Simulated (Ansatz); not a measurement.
MgS: input, output and frames of a trajectory

All numbers below come from DFT PBE, scalar-relativistic, plane waves, PAW (Ansatz 0.2.0). The runs took a 420 eV cutoff, a shifted (0.5, 0.5, 0.5 steps) 2×2×2 mesh and Fermi–Dirac smearing (0.22 eV). The mesh is coarse. No spin polarisation.

16 atoms, starting at 1.10 times the perfect crystal's volume (space group Fm-3m, the cell as given, not relaxed at this level); Langevin thermostat at 2600 K (friction 0.02 fs⁻¹), fixed cell; 76 steps of 1.5 fs. The run is short and not equilibrated.

The run converged.

Time: 120 s on 4 threads of Intel(R) Xeon(R) 6975P-C (Granite Rapids) (shared host), peak memory 0.87 GiB.

Command:
```bash
ansatz run input.yaml --threads 4 --pin off --max-ram 5120MiB --backend cpu --events-out ev --progress --plain --runs-dir out
```

Input:
```yaml
crystal:
  lattice:
    - [5.3712631248, 0.0, -5.3712631248]
    - [0.0, 5.3712631248, -5.3712631248]
    - [5.3712631248, 5.3712631248, 0.0]
  atoms:
    - { symbol: Mg, position: [0.5, 0.5, 0.0] }
    - { symbol: Mg, position: [0.5, 0.5, 0.5] }
    - { symbol: Mg, position: [0.5, 0.0, 0.0] }
    - { symbol: Mg, position: [0.5, 0.0, 0.5] }
    - { symbol: Mg, position: [0.0, 0.5, 0.0] }
    - { symbol: Mg, position: [0.0, 0.5, 0.5] }
    - { symbol: Mg, position: [0.0, 0.0, 0.0] }
    - { symbol: Mg, position: [0.0, 0.0, 0.5] }
    - { symbol: S, position: [0.25, 0.25, 0.75] }
    - { symbol: S, position: [0.25, 0.25, 0.25] }
    - { symbol: S, position: [0.25, 0.75, 0.75] }
    - { symbol: S, position: [0.25, 0.75, 0.25] }
    - { symbol: S, position: [0.75, 0.25, 0.75] }
    - { symbol: S, position: [0.75, 0.25, 0.25] }
    - { symbol: S, position: [0.75, 0.75, 0.75] }
    - { symbol: S, position: [0.75, 0.75, 0.25] }
basis:
  ecutwfc: 420
kpoints:
  mp_grid: { grid: [2, 2, 2], shift: [0.5, 0.5, 0.5] }
hamiltonian:
  xc: pbe
scf:
  occupations: { method: fermi_dirac, width: 0.2241 }
  lower_state_search: "off"
  convergence: { dr2_threshold: 1.0e-07 }
output:
  forces: true
  stress: true
md:
  timestep: 1.5
  n_steps: 76
  ensemble: nvt_langevin
  temperature: 2600.0
  initial_velocities: maxwell_boltzmann
  seed: 84383
  friction: 0.02
```

Output (its end):
```
...
md step    76: t =   114.00 fs T =  2409.9 K  F+E_penalty+E_count = -22625.38185090 eV  E_kin = 4.983988 eV  P_inst = 2.9166 GPa (6 SCF iters)
SCF converged after 6 iterations
Free energy (F): -22625.381851 eV
Harris-Foulkes:  -22625.381851 eV  (|F-HF|=7.77e-9)
Internal energy: -22625.371335 eV  (E = F + TS)
E sigma→0 (E₀):  -22625.376593 eV
Entropy (-TS):   -0.010515 eV (-0.657 meV/atom)
Fermi energy:    7.121880 eV
--- Per-component energies (eV) ---
  E_band       = -2785.000896
  E_kinetic    = 1474.009605
  E_local      = -14062.560136  (includes V_loc(G=0)·N_el)
  E_nonlocal   = 989.053856
  E_hartree    = 5046.120060
  E_xc         = -1017.401278
  E_vxc        = -1010.089983  (∫ρ·V_xc dr)
  E_paw        = -7143.806933  (= ΣΔE_a)
  E_vpaw       = -267.655456  (= ΣTr[D̂ρ^β])
  E_aug_tail   = -0.000010  (compensation charges beyond the density's cutoff)
  E_ewald      = -7910.786500
  E_smearing   = -0.010515  (= −TS)
  E_closure    = -0.000000  (closes the sum)
  Σ components = -22625.381851   (vs F -22625.381851, Δ=0.00e0)
--- Forces (eV/Å), atoms counted from 1 ---
  atom   1  Mg    -0.05335630     0.41485921     0.49688706
  atom   2  Mg     1.43847431    -1.09528142    -0.31845373
  atom   3  Mg    -0.37846530     0.35864757    -0.53554989
  atom   4  Mg    -0.30684337     0.69806430    -1.03415688
  atom   5  Mg     1.88512470     0.35861395     0.99745758
  atom   6  Mg     0.10489844    -0.73573821    -0.98343054
  atom   7  Mg     0.26449639     3.92415488     0.15399745
  atom   8  Mg    -1.90424205    -0.34604795    -0.85718904
  atom   9  S     -0.01982047    -0.14979529     0.34226317
  atom  10  S     -0.36999755    -0.19549682     0.28881057
  atom  11  S      1.37158205    -1.95519200    -1.04269739
  atom  12  S     -1.38292643    -0.14063606     1.39043595
  atom  13  S      0.98875506    -0.22195089     1.40368403
  atom  14  S     -0.89493764    -0.49644162    -0.56295069
  atom  15  S     -2.16698447    -0.00067020     1.15447644
  atom  16  S      1.42422900    -0.41709977    -0.89358679
  max |Σ_I F_I| component: 1.36e-5 eV/Å
--- Stress (GPa, compression-positive) ---
        2.053707      -0.662086      -0.876647
       -0.662086       1.222568       0.406456
       -0.876647       0.406456       0.320645
  P = ⅓ Tr σ = 1.1990 GPa (11.990 kbar)
--- MD trajectory: 76 steps, t = 0.0 → 114.0 fs ---
  final state: T = 2409.9 K   F+E_penalty+E_count = -22625.38185090 eV   E_kin = 4.983988 eV
```

Frames along the run (Å, eV/Å; dE is the potential energy from the first frame):

```xyz
16
Lattice="5.371 0.000 -5.371 0.000 5.371 -5.371 5.371 5.371 0.000" Properties=species:S:1:pos:R:3:forces:R:3 pbc="T T T" time_fs=0.00 dE_eV=0.0000 T_K=2438
Mg    2.686    2.686   -5.371    0.000    0.000    0.000
Mg    5.371    5.371   -5.371    0.000    0.000    0.000
Mg    2.686    0.000   -2.686    0.000    0.000    0.000
Mg    5.371    2.686   -2.686    0.000    0.000    0.000
Mg    0.000    2.686   -2.686    0.000    0.000    0.000
Mg    2.686    5.371   -2.686    0.000    0.000    0.000
Mg    0.000    0.000    0.000    0.000    0.000    0.000
Mg    2.686    2.686    0.000    0.000    0.000    0.000
S     5.371    5.371   -2.686    0.000    0.000    0.000
S     2.686    2.686   -2.686    0.000    0.000    0.000
S     5.371    8.057   -5.371    0.000    0.000    0.000
S     2.686    5.371   -5.371    0.000    0.000    0.000
S     8.057    5.371   -5.371    0.000    0.000    0.000
S     5.371    2.686   -5.371    0.000    0.000    0.000
S     8.057    8.057   -8.057    0.000    0.000    0.000
S     5.371    5.371   -8.057    0.000    0.000    0.000
16
Lattice="5.371 0.000 -5.371 0.000 5.371 -5.371 5.371 5.371 0.000" Properties=species:S:1:pos:R:3:forces:R:3 pbc="T T T" time_fs=9.00 dE_eV=0.6074 T_K=2804
Mg    2.730    2.726   -5.516    0.203   -0.243    0.635
Mg    5.405    5.449   -5.376   -0.112   -0.395    0.354
Mg    2.664   -0.138   -2.644   -0.221    0.742   -0.076
Mg    5.475    2.732   -2.526   -0.554    0.203   -0.907
Mg    0.078    2.676   -2.723    0.246   -0.265    0.396
Mg    2.613    5.324   -2.752    0.458   -0.327    0.438
Mg   -0.041   -0.059    0.250   -0.060    0.557   -1.117
Mg    2.673    2.733    0.062   -0.375   -0.064   -0.711
S     5.423    5.428   -2.694   -0.331   -0.361   -0.145
S     2.676    2.493   -2.723    0.040    0.605    0.304
S     5.297    8.137   -5.443    0.108   -0.348    0.435
S     2.599    5.274   -5.247    0.326    0.257   -0.522
S     7.992    5.448   -5.408    0.076   -0.313   -0.289
S     5.313    2.639   -5.370    0.349    0.271   -0.010
S     8.120    8.081   -8.146   -0.162   -0.143    0.274
S     5.360    5.401   -8.095    0.008   -0.177    0.939
16
Lattice="5.371 0.000 -5.371 0.000 5.371 -5.371 5.371 5.371 0.000" Properties=species:S:1:pos:R:3:forces:R:3 pbc="T T T" time_fs=18.00 dE_eV=2.3220 T_K=1799
Mg    2.784    2.794   -5.651    0.425   -0.768    1.050
Mg    5.365    5.489   -5.418    0.156   -0.619    0.678
Mg    2.587   -0.215   -2.578   -0.129    1.290   -0.249
Mg    5.564    2.748   -2.417   -0.718    0.323   -2.333
Mg    0.178    2.658   -2.792    0.142   -0.423    0.751
Mg    2.556    5.244   -2.801    0.798   -0.372    1.530
Mg   -0.118   -0.133    0.474   -0.217    1.016   -3.140
Mg    2.688    2.767    0.104   -0.842    0.012   -1.233
S     5.507    5.502   -2.753   -0.901   -0.891   -0.339
S     2.660    2.340   -2.687    0.361    1.174    0.370
S     5.221    8.214   -5.544    0.235   -0.596    1.697
S     2.590    5.209   -5.117    0.297    0.437   -1.559
S     7.976    5.524   -5.437   -0.043   -0.539   -0.542
S     5.278    2.558   -5.420    0.631    0.496    0.120
S     8.162    8.117   -8.186   -0.219   -0.375    0.374
S     5.371    5.423   -8.101    0.025   -0.166    2.825
16
Lattice="5.371 0.000 -5.371 0.000 5.371 -5.371 5.371 5.371 0.000" Properties=species:S:1:pos:R:3:forces:R:3 pbc="T T T" time_fs=27.00 dE_eV=3.7454 T_K=1839
Mg    2.864    2.862   -5.746    0.514   -1.108    1.347
Mg    5.304    5.511   -5.416    0.335   -0.594    0.546
Mg    2.541   -0.184   -2.550    0.002    0.802   -0.339
Mg    5.592    2.805   -2.403   -0.705    0.293   -2.533
Mg    0.294    2.669   -2.824   -0.470   -0.641    0.846
Mg    2.470    5.176   -2.833    1.133   -0.191    3.608
Mg   -0.228   -0.199    0.554   -0.356    1.211   -3.628
Mg    2.712    2.855    0.145   -1.075   -0.013   -1.298
S     5.534    5.480   -2.898   -1.214   -0.885    0.057
S     2.634    2.243   -2.689    1.016    1.649    0.598
S     5.206    8.225   -5.548    0.140   -0.727    1.763
S     2.556    5.143   -4.960    0.489    0.500   -4.043
S     7.985    5.555   -5.414   -0.085   -0.782   -0.730
S     5.301    2.439   -5.432    0.668    0.690    0.028
S     8.145    8.105   -8.166   -0.080   -0.042    0.204
S     5.423    5.454   -8.087   -0.314   -0.162    3.572
16
Lattice="5.371 0.000 -5.371 0.000 5.371 -5.371 5.371 5.371 0.000" Properties=species:S:1:pos:R:3:forces:R:3 pbc="T T T" time_fs=34.50 dE_eV=4.1258 T_K=1898
Mg    2.970    2.884   -5.768    0.181   -1.130    1.227
Mg    5.274    5.506   -5.402    0.306   -0.408    0.113
Mg    2.547   -0.089   -2.462   -0.275   -0.385   -0.280
Mg    5.614    2.910   -2.421   -0.636    0.124   -1.824
Mg    0.381    2.671   -2.830   -1.166   -0.645    0.720
Mg    2.415    5.116   -2.818    1.724    0.026    4.331
Mg   -0.328   -0.221    0.555   -0.101    1.086   -2.646
Mg    2.711    2.941    0.139   -0.887   -0.176   -0.890
S     5.488    5.445   -3.003   -0.703   -0.792    0.758
S     2.641    2.202   -2.748    1.528    2.137    0.703
S     5.246    8.163   -5.493   -0.110   -0.469    1.040
S     2.547    5.092   -4.890    0.647    0.525   -5.286
S     8.008    5.525   -5.402   -0.228   -0.868   -0.761
S     5.309    2.337   -5.449    0.984    0.769   -0.015
S     8.116    8.069   -8.145   -0.050    0.433   -0.005
S     5.502    5.426   -8.051   -1.212   -0.228    2.814
16
Lattice="5.371 0.000 -5.371 0.000 5.371 -5.371 5.371 5.371 0.000" Properties=species:S:1:pos:R:3:forces:R:3 pbc="T T T" time_fs=43.50 dE_eV=3.6346 T_K=2337
Mg    3.146    2.827   -5.752   -1.051   -0.182    0.771
Mg    5.240    5.521   -5.419   -0.122   -0.137   -0.466
Mg    2.473    0.028   -2.418   -0.293   -1.526    0.190
Mg    5.695    3.017   -2.470   -0.623   -0.542   -0.510
Mg    0.429    2.657   -2.760   -1.541   -0.451    0.159
Mg    2.400    5.058   -2.696    2.291    0.147    1.736
Mg   -0.422   -0.200    0.484    1.165    0.267   -0.959
Mg    2.619    3.064    0.058   -0.151   -1.028   -0.196
S     5.368    5.352   -3.095   -0.021   -0.256    1.513
S     2.692    2.228   -2.771    1.403    2.487    0.575
S     5.314    8.015   -5.421   -0.509    0.699    0.182
S     2.529    5.108   -4.908    0.571    0.072   -3.541
S     8.051    5.510   -5.390   -0.804   -0.520   -0.795
S     5.366    2.269   -5.489    1.554    0.694   -0.052
S     8.113    8.081   -8.153    0.121    0.655   -0.047
S     5.556    5.411   -8.003   -1.989   -0.377    1.441
16
Lattice="5.371 0.000 -5.371 0.000 5.371 -5.371 5.371 5.371 0.000" Properties=species:S:1:pos:R:3:forces:R:3 pbc="T T T" time_fs=52.50 dE_eV=4.2904 T_K=2211
Mg    3.295    2.794   -5.650   -2.802    0.421   -0.080
Mg    5.242    5.473   -5.501   -0.465   -0.078    0.003
Mg    2.381    0.128   -2.367    0.016   -1.878    0.492
Mg    5.769    3.091   -2.474   -0.604   -1.444    0.501
Mg    0.472    2.567   -2.613   -2.213   -0.025   -0.726
Mg    2.417    4.971   -2.619    1.950    0.527   -0.103
Mg   -0.548   -0.198    0.401    3.348   -0.513    0.461
Mg    2.567    3.151   -0.005    0.255   -2.176    0.418
S     5.296    5.263   -3.109    0.050    0.585    1.056
S     2.724    2.332   -2.745    1.553    1.742    0.432
S     5.368    7.844   -5.357   -0.623    1.764   -0.112
S     2.494    5.051   -4.999    0.550    0.073   -2.118
S     8.093    5.454   -5.431   -2.318    0.632   -0.872
S     5.401    2.218   -5.536    2.486    0.334    0.157
S     8.068    8.099   -8.212    0.679    0.599    0.294
S     5.566    5.398   -7.948   -1.861   -0.562    0.197
16
Lattice="5.371 0.000 -5.371 0.000 5.371 -5.371 5.371 5.371 0.000" Properties=species:S:1:pos:R:3:forces:R:3 pbc="T T T" time_fs=61.50 dE_eV=5.0642 T_K=1404
Mg    3.376    2.786   -5.553   -3.146    0.214   -0.216
Mg    5.169    5.454   -5.603   -0.582    0.036    0.872
Mg    2.291    0.150   -2.359    0.493   -1.516    0.420
Mg    5.832    3.092   -2.420   -1.372   -1.409    1.092
Mg    0.473    2.480   -2.441   -2.152    0.154   -1.801
Mg    2.408    4.922   -2.580    1.495    0.780   -0.906
Mg   -0.613   -0.167    0.390    3.689   -1.015    0.808
Mg    2.513    3.174    0.021    0.526   -2.765    0.486
S     5.301    5.241   -3.085   -0.298    0.624    0.530
S     2.729    2.414   -2.756    1.363    0.825    0.442
S     5.398    7.751   -5.279   -0.600    2.211   -0.236
S     2.494    4.972   -5.136    0.559    0.410   -1.134
S     8.057    5.392   -5.484   -2.457    1.542   -0.845
S     5.459    2.139   -5.521    2.125    0.346    0.512
S     7.987    8.093   -8.296    1.704    0.288    0.526
S     5.527    5.422   -7.936   -1.346   -0.724   -0.549
16
Lattice="5.371 0.000 -5.371 0.000 5.371 -5.371 5.371 5.371 0.000" Properties=species:S:1:pos:R:3:forces:R:3 pbc="T T T" time_fs=70.50 dE_eV=4.7253 T_K=1674
Mg    3.374    2.787   -5.507   -2.807   -0.277    0.000
Mg    5.028    5.444   -5.650   -0.339    0.374    1.505
Mg    2.223    0.094   -2.346    0.773   -0.676    0.022
Mg    5.868    2.971   -2.402   -2.938   -0.755    1.409
Mg    0.381    2.401   -2.381   -1.414    0.094   -2.306
Mg    2.401    4.912   -2.537    1.013    0.966   -1.120
Mg   -0.641   -0.233    0.443    2.074   -0.777    0.289
Mg    2.460    3.141    0.037    0.659   -2.125   -0.022
S     5.280    5.212   -3.019   -0.554    0.279    0.310
S     2.699    2.523   -2.733    0.763   -0.402    0.484
S     5.363    7.764   -5.202   -0.611    1.899   -0.311
S     2.492    4.954   -5.261    0.435    0.578   -0.455
S     7.921    5.397   -5.521   -0.684    1.324   -0.084
S     5.480    2.134   -5.490    1.316    0.098    0.774
S     7.908    8.097   -8.364    3.212    0.010    0.613
S     5.466    5.474   -7.916   -0.899   -0.611   -1.110
16
Lattice="5.371 0.000 -5.371 0.000 5.371 -5.371 5.371 5.371 0.000" Properties=species:S:1:pos:R:3:forces:R:3 pbc="T T T" time_fs=79.50 dE_eV=4.2178 T_K=1941
Mg    3.362    2.774   -5.461   -2.006   -1.260    0.029
Mg    4.848    5.456   -5.591    0.798    0.632    1.088
Mg    2.236    0.023   -2.323    0.874   -0.343   -0.897
Mg    5.800    2.895   -2.377   -2.094   -0.777    1.063
Mg    0.315    2.314   -2.349   -1.186    0.069   -2.502
Mg    2.340    4.966   -2.600    0.613    1.233   -0.682
Mg   -0.636   -0.335    0.471    0.719   -0.325   -0.071
Mg    2.421    3.090   -0.054    0.942   -1.204    0.101
S     5.306    5.194   -2.952   -0.871    0.283    0.169
S     2.656    2.619   -2.665    0.652   -0.958    0.173
S     5.339    7.816   -5.165   -0.601    1.509   -0.321
S     2.523    4.906   -5.393   -0.309    0.824    0.672
S     7.763    5.399   -5.564    0.722    1.059    0.351
S     5.545    2.174   -5.467   -0.086   -0.241    1.023
S     7.881    8.069   -8.425    2.555   -0.005    0.812
S     5.348    5.541   -7.901   -0.722   -0.495   -1.008
16
Lattice="5.371 0.000 -5.371 0.000 5.371 -5.371 5.371 5.371 0.000" Properties=species:S:1:pos:R:3:forces:R:3 pbc="T T T" time_fs=87.00 dE_eV=4.1382 T_K=2319
Mg    3.327    2.759   -5.407   -0.955   -2.383    0.192
Mg    4.735    5.485   -5.519    2.080    0.871    0.777
Mg    2.219   -0.010   -2.306    0.863   -0.096   -1.653
Mg    5.729    2.750   -2.335   -1.018   -0.197    0.442
Mg    0.218    2.276   -2.299   -0.888    0.045   -3.017
Mg    2.263    5.067   -2.628    0.705    0.893   -0.566
Mg   -0.599   -0.415    0.480    0.187    0.279   -0.229
Mg    2.463    3.081   -0.126    0.782   -0.660    0.375
S     5.331    5.182   -2.935   -1.032   -0.127    0.108
S     2.621    2.660   -2.617    0.430   -0.751   -0.251
S     5.275    7.889   -5.118   -0.423    0.890   -0.533
S     2.576    4.837   -5.492   -1.555    1.205    1.553
S     7.717    5.441   -5.611    1.043    0.779    0.695
S     5.601    2.176   -5.474   -0.889   -0.260    1.752
S     7.914    8.004   -8.463    1.413    0.023    1.045
S     5.262    5.576   -7.900   -0.745   -0.510   -0.691
16
Lattice="5.371 0.000 -5.371 0.000 5.371 -5.371 5.371 5.371 0.000" Properties=species:S:1:pos:R:3:forces:R:3 pbc="T T T" time_fs=96.00 dE_eV=3.8871 T_K=2562
Mg    3.281    2.652   -5.363   -0.975   -1.401    0.452
Mg    4.684    5.524   -5.449    2.779    0.673    0.928
Mg    2.252   -0.006   -2.350    0.470    0.113   -1.724
Mg    5.637    2.552   -2.278   -0.108    0.863   -0.192
Mg    0.016    2.233   -2.267   -0.388    0.002   -2.683
Mg    2.166    5.206   -2.666    0.811    0.172   -0.823
Mg   -0.606   -0.512    0.450    0.144    1.579   -0.270
Mg    2.561    3.025   -0.159   -0.018   -0.306    0.091
S     5.325    5.190   -2.893   -0.785   -0.575    0.019
S     2.571    2.659   -2.604    0.096   -0.316   -0.517
S     5.173    7.957   -5.071    0.139   -0.230   -0.957
S     2.611    4.843   -5.554   -2.221    0.069    1.826
S     7.700    5.490   -5.698    0.988    0.362    1.206
S     5.591    2.203   -5.439   -0.564   -0.168    1.761
S     8.017    7.964   -8.514    0.029   -0.096    1.648
S     5.111    5.555   -7.882   -0.396   -0.740   -0.763
16
Lattice="5.371 0.000 -5.371 0.000 5.371 -5.371 5.371 5.371 0.000" Properties=species:S:1:pos:R:3:forces:R:3 pbc="T T T" time_fs=105.00 dE_eV=3.6518 T_K=2204
Mg    3.218    2.509   -5.328   -0.798   -0.274    0.565
Mg    4.712    5.588   -5.285    2.060   -0.264    0.354
Mg    2.303   -0.014   -2.400    0.117    0.212   -1.092
Mg    5.582    2.436   -2.259   -0.100    1.094   -0.639
Mg   -0.169    2.167   -2.385    0.269    0.272   -0.642
Mg    2.143    5.286   -2.727    0.398   -0.385   -1.298
Mg   -0.687   -0.575    0.394    0.204    3.140   -0.009
Mg    2.640    2.890   -0.157   -0.993   -0.188   -0.574
S     5.281    5.132   -2.846   -0.282   -0.410    0.156
S     2.577    2.655   -2.675   -0.243   -0.235   -0.180
S     5.111    8.020   -5.107    0.781   -1.477   -0.967
S     2.623    4.836   -5.547   -1.864   -0.129    1.571
S     7.617    5.522   -5.804    0.993   -0.028    1.754
S     5.560    2.303   -5.393   -0.379   -0.352    0.213
S     8.093    7.982   -8.511   -0.627   -0.220    1.655
S     4.930    5.503   -7.856    0.464   -0.756   -0.868
16
Lattice="5.371 0.000 -5.371 0.000 5.371 -5.371 5.371 5.371 0.000" Properties=species:S:1:pos:R:3:forces:R:3 pbc="T T T" time_fs=114.00 dE_eV=4.2091 T_K=2410
Mg    3.138    2.422   -5.273   -0.053    0.415    0.497
Mg    4.749    5.634   -5.164    1.438   -1.095   -0.318
Mg    2.356   -0.028   -2.489   -0.378    0.359   -0.536
Mg    5.571    2.401   -2.269   -0.307    0.698   -1.034
Mg   -0.357    2.133   -2.533    1.885    0.359    0.997
Mg    2.190    5.360   -2.833    0.105   -0.736   -0.983
Mg   -0.730   -0.588    0.315    0.264    3.924    0.154
Mg    2.725    2.779   -0.189   -1.904   -0.346   -0.857
S     5.248    5.075   -2.792   -0.020   -0.150    0.342
S     2.558    2.671   -2.779   -0.370   -0.195    0.289
S     5.099    8.048   -5.144    1.372   -1.955   -1.043
S     2.605    4.897   -5.552   -1.383   -0.141    1.390
S     7.533    5.527   -5.846    0.989   -0.222    1.404
S     5.593    2.391   -5.297   -0.895   -0.496   -0.563
S     8.206    7.957   -8.497   -2.167   -0.001    1.154
S     4.790    5.447   -7.862    1.424   -0.417   -0.894
```